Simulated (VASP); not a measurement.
# Se (P3_121) in VASP: further runs, part 2 of 2

VASP 6.6.1.

## 3. Single point, PBEsol

File INCAR:

```
PREC = Accurate
ENCUT = 520
EDIFF = 1E-6
ISMEAR = 0
SIGMA = 0.01
LREAL = F
LASPH = T
NELM = 100
ALGO = Fast
ISIF = 2
LWAVE = F
LCHARG = T
GGA = PS
LELF = T
LVHAR = T
NBANDS = 16
```

File KPOINTS:

```
regular mesh
0
Gamma
  5 5 4
```

File POSCAR:

```
Se
1.0
    4.3662000000      0.0000000000      0.0000000000
   -2.1831000000      3.7812400000      0.0000000000
    0.0000000000      0.0000000000      4.9536000000
Se
3
Direct
    0.2254000000      0.0000000000      0.3333330000
    0.0000000000      0.2254000000      0.6666670000
    0.7746000000      0.7746000000      0.0000000000
```

Potentials or basis: VASP PAW PBE potentials, release 64 (Se).

Launch:

```console
cat potpaw_PBE.64/Se/POTCAR > POTCAR
mpirun -np 1 vasp_std > vasp.out
```

OUTCAR:

```text
PREC = Accurate
   ENCUT = 520
   EDIFF = 1E-6
   ISMEAR = 0
   LREAL = F
   LASPH = T
   NELM = 100
   ISIF = 2
   GGA = PS

 ion  position               nearest neighbor table
   1  0.225  0.000  0.333-   3 2.37   2 2.37
   2  0.000  0.225  0.667-   3 2.37   1 2.37
   3  0.775  0.775  0.000-   2 2.37   1 2.37

  LATTYP: Found a hexagonal cell.
 ALAT       =     4.3662000000
 C/A-ratio  =     1.1345334616

  Lattice vectors:

 A1 = (   4.3662000000,   0.0000000000,   0.0000000000)
 A2 = (  -2.1831000000,   3.7812400000,   0.0000000000)
 A3 = (   0.0000000000,   0.0000000000,   4.9536000000)

Analysis of symmetry for initial positions (statically):
=====================================================================
 Subroutine PRICEL returns:
 Original cell was already a primitive cell.

 Routine SETGRP: Setting up the symmetry group for a
 hexagonal supercell.

 Subroutine GETGRP returns: Found  6 space group operations
 (whereof  2 operations were pure point group operations)
 out of a pool of 24 trial point group operations.

The static configuration has the point symmetry C_2 .
 The point group associated with its full space group is D_3 .

Analysis of symmetry for dynamics (positions and initial velocities):
=====================================================================
 Subroutine PRICEL returns:
 Original cell was already a primitive cell.

 Routine SETGRP: Setting up the symmetry group for a
 hexagonal supercell.

 Subroutine GETGRP returns: Found  6 space group operations
 (whereof  2 operations were pure point group operations)
 out of a pool of 24 trial point group operations.

The dynamic configuration has the point symmetry C_2 .
 The point group associated with its full space group is D_3 .

 Subroutine INISYM returns: Found  6 space group operations
[... 108 lines left out ...]
   IALGO  =     68    algorithm
   IMIX   =      4    mixing-type and parameters
     AMIX     =   0.40;   BMIX     =  1.00
     AMIX_MAG =   1.60;   BMIX_MAG =  1.00
  volume/ion in A,a.u.               =      27.26       183.96
  Fermi-wavevector in a.u.,A,eV,Ry     =   0.988430  1.867862 13.292818  0.976995
  Thomas-Fermi vector in A             =   2.119956
   LORBIT       =      0    0 simple, 1 ext, 2 COOP (PROOUT), +10 PAW based schemes
   GGA     = PS    functional components
   LHFCALC =     F    Hartree Fock is set to
   AEXX    =    0.0000 exact exchange contribution
   IVDW    =     0    specifies the selected vdW correction
   LEPSILON=     F    determine dielectric tensor
   LRPA    =     F    only Hartree local field effects (RPA)
 non-spin polarized calculation
 RMM-DIIS sequential band-by-band and
 Gauss-broadening in eV      SIGMA  =   0.01
  energy-cutoff  :      520.00
  volume of cell :       81.78
 maximum number of plane-waves:      2216
   NGX = 17   NGY = 17   NGZ = 19

 number of electron      18.0000001 magnetization

 Free energy of the ion-electron system (eV)
  ---------------------------------------------------
  ext. energy  EPLUGINS =         0.00000000
  ---------------------------------------------------
  free energy    TOTEN  =       -11.48427517 eV

  energy without entropy =      -11.48427517  energy(sigma->0) =      -11.48427517

 E-fermi :   2.6303     XC(G=0):  -9.0364

 val. band max:        2.5451606337   @ k =   0.4000   0.2000   0.5000
 cond. band min:       3.7083090490   @ k =   0.0000   0.0000   0.5000
 fundamental gap:      1.1631484153
 Fermi energy:         2.6303405330

 k-point     1 :       0.0000    0.0000    0.0000
  band No.  band energies     occupation
      1     -13.3046      2.00000
      2      -9.1704      2.00000
      3      -9.1704      2.00000
      4      -1.2819      2.00000
      5      -1.2819      2.00000
      6      -1.2188      2.00000
[... 300 lines left out ...]
      3      -8.0342      2.00000
      4      -3.2730      2.00000
      5      -2.2707      2.00000
      6      -2.1980      2.00000
[... 8 lines left out ...]
     15      11.2228      0.00000
     16      11.3826      0.00000

------------------------ aborting loop because EDIFF is reached ----------------------------------------

  FORCE on cell =-STRESS in cart. coord.  units (eV):
  Direction    XX          YY          ZZ          XY          YZ          ZX
  --------------------------------------------------------------------------------------
  -------------------------------------------------------------------------------------
  Total       -0.0773977     -0.0773977      0.7216234      0.0000000      0.0000000      0.0000000
  in kB       -1.5162818     -1.5162817     14.1371666      0.0000000      0.0000000      0.0000000
  external PRESSURE =       3.7015343 kB  Pullay stress =       0.0000000 kB

 VOLUME and BASIS-vectors are now :
 -----------------------------------------------------------------------------
  energy-cutoff  :      520.00
  volume of cell :       81.78
      direct lattice vectors                 reciprocal lattice vectors
     4.366200000  0.000000000  0.000000000     0.229032110  0.132231755  0.000000000
    -2.183100000  3.781240000  0.000000000     0.000000000  0.264463509  0.000000000
     0.000000000  0.000000000  4.953600000     0.000000000  0.000000000  0.201873385

 POSITION                                       TOTAL-FORCE (eV/Angst)
 -----------------------------------------------------------------------------------
      0.98414      0.00000      1.65120         0.335740      0.000000      0.000000
     -0.49207      0.85229      3.30240        -0.167870      0.290759     -0.000000
      1.69103      2.92895      0.00000        -0.167870     -0.290759     -0.000000
 -----------------------------------------------------------------------------------
    total drift:                                0.000280     -0.000406      0.000008

  FREE ENERGIE OF THE ION-ELECTRON SYSTEM (eV)
  ---------------------------------------------------
  free  energy   TOTEN  =       -11.4842751676 eV

  energy  without entropy=      -11.4842751676  energy(sigma->0) =      -11.48427517
```

OSZICAR:

```text
N       E                     dE             d eps       ncg     rms          rms(c)
DAV:   1     0.784565391611E+02    0.78457E+02   -0.70556E+03   544   0.927E+02
DAV:   2    -0.662173774606E+01   -0.85078E+02   -0.81301E+02   704   0.154E+02
DAV:   3    -0.115542730946E+02   -0.49325E+01   -0.49133E+01   704   0.420E+01
DAV:   4    -0.115852416926E+02   -0.30969E-01   -0.30965E-01   728   0.396E+00
DAV:   5    -0.115854639633E+02   -0.22227E-03   -0.22227E-03   720   0.327E-01    0.704E+00
RMM:   6    -0.115132312920E+02    0.72233E-01   -0.32155E-02   550   0.100E+00    0.425E+00
RMM:   7    -0.114849102303E+02    0.28321E-01   -0.66153E-02   561   0.159E+00    0.200E-01
RMM:   8    -0.114842045227E+02    0.70571E-03   -0.59283E-03   592   0.525E-01    0.387E-02
RMM:   9    -0.114842620226E+02   -0.57500E-04   -0.48921E-04   687   0.170E-01    0.334E-02
RMM:  10    -0.114842744639E+02   -0.12441E-04   -0.71041E-05   655   0.629E-02    0.208E-02
RMM:  11    -0.114842749383E+02   -0.47442E-06   -0.21275E-05   680   0.315E-02    0.525E-03
RMM:  12    -0.114842751676E+02   -0.22929E-06   -0.29173E-06   535   0.120E-02
   1 F= -.11484275E+02 E0= -.11484275E+02  d E =-.104433E-34
```

stdout:

```text
POSCAR found type information on POSCAR Se
 POSCAR found :  1 types and       3 ions
 scaLAPACK will be used
 -----------------------------------------------------------------------------
|                                                                             |
|                                                                             |
|     You enforced a specific xc type in the INCAR file but a different       |
|     I HOPE YOU KNOW WHAT YOU ARE DOING!                                     |
|                                                                             |
 -----------------------------------------------------------------------------

 LDA part: xc-table for (Slater+PW92), standard interpolation
 POSCAR, INCAR and KPOINTS ok, starting setup
 FFT: planning ... GRIDC
 FFT: planning ... GRID_SOFT
 FFT: planning ... GRID
 WAVECAR not read
 entering main loop
```

Run time: 12 s. Hardware: 1 thread of AMD EPYC 9R45 (Zen 5), shared host; peak memory 0.16 GiB.

What came out:

| Quantity | Value |
| --- | --- |
| Free energy | -11.4843 eV |
| Pressure | 0.4 GPa |
| Largest force | 0.336 eV/Å |
| Band gap on the k mesh | 1.16 eV, indirect (least direct gap 1.30 eV) |

Forces on the atoms (eV/Å):
```
Se   0.336  0.000  0.000
Se  -0.168  0.291  0.000
Se  -0.168 -0.291  0.000
```

Levels at points of the mesh, in eV from the valence-band top:
```csv
k point,band 7,band 8,band 9,band 10,band 11,band 12
"(0.00, 0.00, 0.00)",-2.04,-2.04,-0.38,1.87,1.87,2.15
"(0.00, 0.00, 0.50)",-1.55,-1.55,-1.10,1.16,1.16,1.26
```

Caveat: the PAW data sets were made with another functional, which shifts forces and pressure a little; an odd mesh through Γ misses points on the zone boundary, where band edges often lie.
